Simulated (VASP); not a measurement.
# Ge (Fd-3m) in VASP: a series of runs

Aim: see how the results for Ge move with the level of theory and the settings. Levels: PBEsol, r2SCAN, SCAN. Tasks: elastic constants, band structure.

Everything below comes from runs of VASP 6.6.1. Logs are shortened: lines on timing, memory, paths and dates and some standing lists are left out, and cuts for length are marked.

**The experiment to reproduce.**

From “Temperature-dependent photoluminescence in Ge: experiment and theory”, 2020, arxiv:2003.00143, for a bulk crystal of Ge at 0 K: band gap 0.744 eV (indirect).

How close the calculation comes is told below.

## 1. The crystal as given

The structure is cubic, space group Fd-3m (No. 227). The conventional cell has a = 5.658 Å, b = 5.658 Å, c = 5.658 Å, α = 90.00°, β = 90.00°, γ = 90.00°. Ge (site symmetry -43m) is surrounded by 4 Ge at 2.45 Å.

## 2. Elastic constants, PBEsol

POSCAR

```
Ge
1.0
    0.0000000000      2.8289100000      2.8289100000
    2.8289100000      0.0000000000      2.8289100000
    2.8289100000      2.8289100000      0.0000000000
Ge
2
Direct
    0.7500000000      0.7500000000      0.7500000000
    0.5000000000      0.5000000000      0.5000000000
```

INCAR.step1

```
ALGO = Fast
EDIFF = 1E-8
EDIFFG = -0.002
ENCUT = 600
GGA = PS
IBRION = 2
ISIF = 3
ISMEAR = -1
LASPH = True
LCHARG = False
LREAL = False
LWAVE = False
NELM = 60
NSW = 40
PREC = Accurate
SIGMA = 0.05
```

INCAR.step2

```
ALGO = Fast
EDIFF = 1E-8
ENCUT = 600
GGA = PS
IBRION = 6
ISIF = 3
ISMEAR = -1
LASPH = True
LCHARG = False
LREAL = False
LWAVE = False
NELM = 60
NFREE = 2
NSW = 1
POTIM = 0.015
PREC = Accurate
SIGMA = 0.05
```

KPOINTS

```
k-points
0
Gamma
  6 6 6
```

Potentials or basis: VASP PAW PBE potentials, release 64 (Ge_d).

Run with:

```bash
cat potpaw_PBE.64/Ge_d/POTCAR > POTCAR
cp INCAR.step1 INCAR
mpirun -np 1 vasp_std > vasp.out
cp CONTCAR POSCAR
cp INCAR.step2 INCAR
mpirun -np 1 vasp_std > vasp.out
```

OUTCAR:

```text
EDIFF = 1E-8
   ENCUT = 600
   GGA = PS
   IBRION = 6
   ISIF = 3
   ISMEAR = -1
   LASPH = True
   LREAL = False
   NELM = 60
   NFREE = 2
   NSW = 1
   POTIM = 0.015
   PREC = Accurate

 ion  position               nearest neighbor table
   1  0.750  0.750  0.750-   2 2.46   2 2.46   2 2.46   2 2.46
   2  0.500  0.500  0.500-   1 2.46   1 2.46   1 2.46   1 2.46

  LATTYP: Found a face centered cubic cell.
 ALAT       =     5.6776467565

  Lattice vectors:

 A1 = (   0.0000000000,   2.8388233782,   2.8388233782)
 A2 = (   2.8388233782,   0.0000000000,   2.8388233782)
 A3 = (   2.8388233782,   2.8388233782,   0.0000000000)

Analysis of symmetry for initial positions (statically):
=====================================================================
 Subroutine PRICEL returns:
 Original cell was already a primitive cell.

 Routine SETGRP: Setting up the symmetry group for a
 face centered cubic supercell.

 Subroutine GETGRP returns: Found 48 space group operations
 (whereof 24 operations were pure point group operations)
 out of a pool of 48 trial point group operations.

The static configuration has the point symmetry T_d .
 The point group associated with its full space group is O_h .

Analysis of symmetry for dynamics (positions and initial velocities):
=====================================================================
 Subroutine PRICEL returns:
 Original cell was already a primitive cell.

 Routine SETGRP: Setting up the symmetry group for a
 face centered cubic supercell.

 Subroutine GETGRP returns: Found 48 space group operations
 (whereof 24 operations were pure point group operations)
 out of a pool of 48 trial point group operations.

The dynamic configuration has the point symmetry T_d .
 The point group associated with its full space group is O_h .

 Subroutine INISYM returns: Found 48 space group operations
 (whereof 24 operations are pure point group operations),
 and found     1 'primitive' translations

----------------------------------------------------------------------------------------

                                     Primitive cell

  volume of cell :      45.7557

  direct lattice vectors                    reciprocal lattice vectors
     0.000000000  2.838823378  2.838823378    -0.176129309  0.176129309  0.176129309
     2.838823378  0.000000000  2.838823378     0.176129309 -0.176129309  0.176129309
     2.838823378  2.838823378  0.000000000     0.176129309  0.176129309 -0.176129309

  length of vectors
     4.014702523  4.014702523  4.014702523     0.305064912  0.305064912  0.305064912

  position of ions in fractional coordinates (direct lattice)
     0.750000000  0.750000000  0.750000000
     0.500000000  0.500000000  0.500000000

  ion indices of the primitive-cell ions
   primitive index   ion index
                 1           1
                 2           2

----------------------------------------------------------------------------------------

 KPOINTS: k-points

Automatic generation of k-mesh.
 Grid dimensions read from file:
 generate k-points for:    6    6    6

 Generating k-lattice:

  Cartesian coordinates                     Fractional coordinates (reciprocal lattice)
    -0.029354885  0.029354885  0.029354885     0.166666667  0.000000000  0.000000000
     0.029354885 -0.029354885  0.029354885     0.000000000  0.166666667  0.000000000
     0.029354885  0.029354885 -0.029354885     0.000000000  0.000000000  0.166666667

  Length of vectors
     0.050844152  0.050844152  0.050844152

  Shift w.r.t. Gamma in fractional coordinates (k-lattice)
     0.000000000  0.000000000  0.000000000

 Subroutine IBZKPT returns following result:
 ===========================================

 Found     16 irreducible k-points:

 Following reciprocal coordinates:
            Coordinates               Weight
  0.000000  0.000000  0.000000      1.000000
[... 44 lines left out ...]
   NELECT =      28.0000    total number of electrons
   NUPDOWN=      -1.0000    fix difference up-down
   EMIN   =  10.00;   EMAX   =-10.00  energy-range for DOS
   EFERMI =   0.00;   METHOD = LEGACY
   ISMEAR =    -1;   SIGMA  =   0.05  broadening in eV -4-tet -1-fermi 0-gaus
   EFERMI_NEDOS =   21; number of points for ismear=-14 and -15
   IALGO  =     68    algorithm
   IMIX   =      4    mixing-type and parameters
     AMIX     =   0.40;   BMIX     =  1.00
     AMIX_MAG =   1.60;   BMIX_MAG =  1.00
  volume/ion in A,a.u.               =      22.88       154.39
  Fermi-wavevector in a.u.,A,eV,Ry     =   1.389886  2.626503 26.283499  1.931783
  Thomas-Fermi vector in A             =   2.513874
   LORBIT       =      0    0 simple, 1 ext, 2 COOP (PROOUT), +10 PAW based schemes
   GGA     = PS    functional components
   LHFCALC =     F    Hartree Fock is set to
   AEXX    =    0.0000 exact exchange contribution
   IVDW    =     0    specifies the selected vdW correction
   LEPSILON=     F    determine dielectric tensor
   LRPA    =     F    only Hartree local field effects (RPA)
 finite differences with symmetry
 non-spin polarized calculation
 RMM-DIIS sequential band-by-band and
  energy-cutoff  :      600.00
  volume of cell :       45.76
 maximum number of plane-waves:      1544
   NGX = 17   NGY = 17   NGZ = 17

--------------------------------------- Ionic step        1  -------------------------------------------

 number of electron      28.0000020 magnetization

 Free energy of the ion-electron system (eV)
  ---------------------------------------------------
  ext. energy  EPLUGINS =         0.00000000
  ---------------------------------------------------
  free energy    TOTEN  =        -9.82907740 eV

  energy without entropy =       -9.82712567  energy(sigma->0) =       -9.82810154

------------------------ aborting loop because EDIFF is reached ----------------------------------------

  FORCE on cell =-STRESS in cart. coord.  units (eV):
  Direction    XX          YY          ZZ          XY          YZ          ZX
  --------------------------------------------------------------------------------------
  -------------------------------------------------------------------------------------
  Total        0.0015090      0.0015090      0.0015090      0.0000000     -0.0000000      0.0000000
  in kB        0.0528387      0.0528387      0.0528387      0.0000000     -0.0000000      0.0000000
  external PRESSURE =       0.0528387 kB  Pullay stress =       0.0000000 kB
[... 89 lines left out ...]
  FREE ENERGIE OF THE ION-ELECTRON SYSTEM (eV)
  ---------------------------------------------------
  free  energy   TOTEN  =        -9.8256723767 eV

  energy  without entropy=       -9.8238560658  energy(sigma->0) =       -9.82476422

[... ionic steps 4 to 12 ...]

--------------------------------------- Ionic step       13  -------------------------------------------

 number of electron      28.0000019 magnetization

------------------------ aborting loop because EDIFF is reached ----------------------------------------
[... 67 lines left out ...]
--------------------------------------- Ionic step       15  -------------------------------------------

 number of electron      28.0000016 magnetization

 Free energy of the ion-electron system (eV)
  ---------------------------------------------------
  ext. energy  EPLUGINS =         0.00000000
  ---------------------------------------------------
  free energy    TOTEN  =        -9.82802461 eV

  energy without entropy =       -9.82624343  energy(sigma->0) =       -9.82713402

 E-fermi :   4.7692     XC(G=0): -10.0732

 val. band max:        4.7015511745   @ k =   0.0000   0.0000   0.0000
 cond. band min:       4.7700156365   @ k =   0.0000   0.0000   0.0000
 fundamental gap:      0.0684644619
 Fermi energy:         4.7691523440

 k-point     1 :       0.0000    0.0000    0.0000
  band No.  band energies     occupation
      1     -19.9782      2.00000
      2     -19.9756      2.00000
      3     -19.9727      2.00000
      4     -19.9399      2.00000
      5     -19.9399      2.00000
      6     -19.7356      2.00000
[... 481 lines left out ...]
      5     -19.8775      2.00000
      6     -19.8050      2.00000
[... 10 lines left out ...]
     17       9.7282      0.00000
     18      11.1120      0.00000

 [... further k-points ...]

------------------------ aborting loop because EDIFF is reached ----------------------------------------

  FORCE on cell =-STRESS in cart. coord.  units (eV):
  Direction    XX          YY          ZZ          XY          YZ          ZX
  --------------------------------------------------------------------------------------
  -------------------------------------------------------------------------------------
  Total        0.0010588      0.0037037      0.0037037      0.0000000      0.1317364      0.0000000
  in kB        0.0370739      0.1296901      0.1296901      0.0000000      4.6128687      0.0000000
  external PRESSURE =       0.0988180 kB  Pullay stress =       0.0000000 kB
[... 17 lines left out ...]
  FREE ENERGIE OF THE ION-ELECTRON SYSTEM (eV)
  ---------------------------------------------------
  free  energy   TOTEN  =        -9.8280246140 eV

  energy  without entropy=       -9.8262434305  energy(sigma->0) =       -9.82713402

 INTERNAL STRAIN TENSORS FROM STRAINED CELLS
 ============================================

 INTERNAL STRAIN TENSOR FOR ION    1 for displacements in x,y,z  (eV/Angst):
          X           Y           Z          XY          YZ          ZX
  --------------------------------------------------------------------------------
  x     0.00000     0.00000    -0.00000     0.00000    -8.79641     0.00000
  y    -0.00000     0.00000    -0.00000     0.00000     0.00000    -8.79600
  z    -0.00000     0.00000    -0.00000    -8.79457     0.00000     0.00000

 INTERNAL STRAIN TENSORS FROM DISPLACED ATOMS
 ============================================

 INTERNAL STRAIN TENSOR FOR ION    1 for displacements in x,y,z  (eV/Angst):
          X           Y           Z          XY          YZ          ZX
  --------------------------------------------------------------------------------
  x    -0.00000    -0.00000    -0.00000     0.00000    -8.78281     0.00000
  y    -0.00000    -0.00000    -0.00000     0.00000     0.00000    -8.78281
  z    -0.00000    -0.00000    -0.00000    -8.78281     0.00000     0.00000

 INTERNAL STRAIN TENSOR FOR ION    2 for displacements in x,y,z  (eV/Angst):
          X           Y           Z          XY          YZ          ZX
  --------------------------------------------------------------------------------
  x     0.00000     0.00000     0.00000     0.00000     8.78281     0.00000
  y     0.00000     0.00000     0.00000     0.00000     0.00000     8.78281
  z     0.00000     0.00000     0.00000     8.78281     0.00000     0.00000

 Eigenvectors and eigenvalues of the dynamical matrix
 ----------------------------------------------------

   1 f  =    7.972383 THz    50.091959 2PiTHz  265.930068 cm-1    32.971111 meV
             X         Y         Z           dx          dy          dz
      4.258235  4.258235  4.258235     0.000000   -0.707107    0.000000
      2.838823  2.838823  2.838823     0.000000    0.707107    0.000000
[... 21 lines left out ...]
   6 f  =    0.000000 THz     0.000000 2PiTHz    0.000000 cm-1     0.000000 meV
             X         Y         Z           dx          dy          dz
      4.258235  4.258235  4.258235     0.000000    0.000000    0.707107
      2.838823  2.838823  2.838823     0.000000    0.000000    0.707107

--------------------------------------------------------------------------------------------------------

 ELASTIC MODULI CONTR FROM IONIC RELAXATION (kBar)
 Direction    XX          YY          ZZ          XY          YZ          ZX
 --------------------------------------------------------------------------------
 XX          -0.0000     -0.0000     -0.0000     -0.0000     -0.0000     -0.0000
 YY          -0.0000     -0.0000     -0.0000     -0.0000     -0.0000     -0.0000
 ZZ          -0.0000     -0.0000     -0.0000     -0.0000     -0.0000     -0.0000
 XY          -0.0000     -0.0000     -0.0000   -286.0822      0.0000      0.0000
 YZ          -0.0000     -0.0000     -0.0000      0.0000   -286.0822      0.0000
 ZX          -0.0000     -0.0000     -0.0000      0.0000      0.0000   -286.0822
 --------------------------------------------------------------------------------

 TOTAL ELASTIC MODULI (kBar)
 Direction    XX          YY          ZZ          XY          YZ          ZX
 --------------------------------------------------------------------------------
 XX        1067.1038    422.6311    422.6311      0.0000     -0.0000     -0.0000
 YY         422.6311   1067.1038    422.6311      0.0000      0.0000      0.0000
 ZZ         422.6311    422.6311   1067.1038      0.0000      0.0000      0.0000
 XY           0.0000      0.0000      0.0000    444.7270      0.0000      0.0000
 YZ          -0.0000      0.0000      0.0000      0.0000    444.7270      0.0000
 ZX          -0.0000      0.0000      0.0000      0.0000      0.0000    444.7270
 --------------------------------------------------------------------------------
```

Wall time 4.7 min (1 thread of Intel Xeon 6975P-C (Granite Rapids), shared host); peak memory 0.25 GiB.

Results:

| Property | Result |
| --- | --- |
| Relaxed volume | 22.88 Å³/atom |
| Relaxed cell | a = 4.015 Å, b = 4.015 Å, c = 4.015 Å, α = 60.00°, β = 60.00°, γ = 60.00° |
| Space group after relaxing (to 0.05 Å) | Fd-3m (No. 227) |
| Elastic constants C11, C12, C44 | 107, 42, 44 GPa |
| Voigt bulk modulus | 64 GPa |
| Highest phonon frequency at Γ | 266 cm⁻¹ |

The path:
| step | energy change (eV) | largest force (eV/Å) | pressure (GPa) | volume (Å³) |
| --- | --- | --- | --- | --- |
| 1 | 0.0000 | 0.0000 | 0.67 | 45.28 |
| 2 | -0.0009 | 0.0000 | -0.20 | 45.90 |
| 3 | -0.0010 | 0.0000 | 0.01 | 45.76 |

Final structure:
```cif
data_structure
_symmetry_space_group_name_H-M 'P 1'
_symmetry_Int_Tables_number 1
_cell_length_a 4.0147
_cell_length_b 4.0147
_cell_length_c 4.0147
_cell_angle_alpha 60.000
_cell_angle_beta 60.000
_cell_angle_gamma 60.000
_cell_volume 45.76
loop_
_atom_site_label
_atom_site_type_symbol
_atom_site_fract_x
_atom_site_fract_y
_atom_site_fract_z
_atom_site_occupancy
Ge1 Ge 0.75000 0.75000 0.75000 1
Ge2 Ge 0.50000 0.50000 0.50000 1
```

Phonon frequencies in cm⁻¹ (negative: imaginary):
| q point | frequencies |
| --- | --- |
| (0.000, 0.000, 0.000) | 0 0 0 266 266 266 |

Elastic tensor in Voigt notation (GPa, in the Cartesian axes of the cell as first typed):
```
107  42  42   0   0   0
 42 107  42   0   0   0
 42  42 107   0   0   0
  0   0   0  44   0   0
  0   0   0   0  44   0
  0   0   0   0   0  44
```

Clamped-ion elastic tensor (GPa):
```
107  42  42   0   0   0
 42 107  42   0   0   0
 42  42 107   0   0   0
  0   0   0  73   0   0
  0   0   0   0  73   0
  0   0   0   0   0  73
```

Caveat: the PAW data sets were made with another functional, which shifts forces and pressure a little.

[end of part 1 of 3]
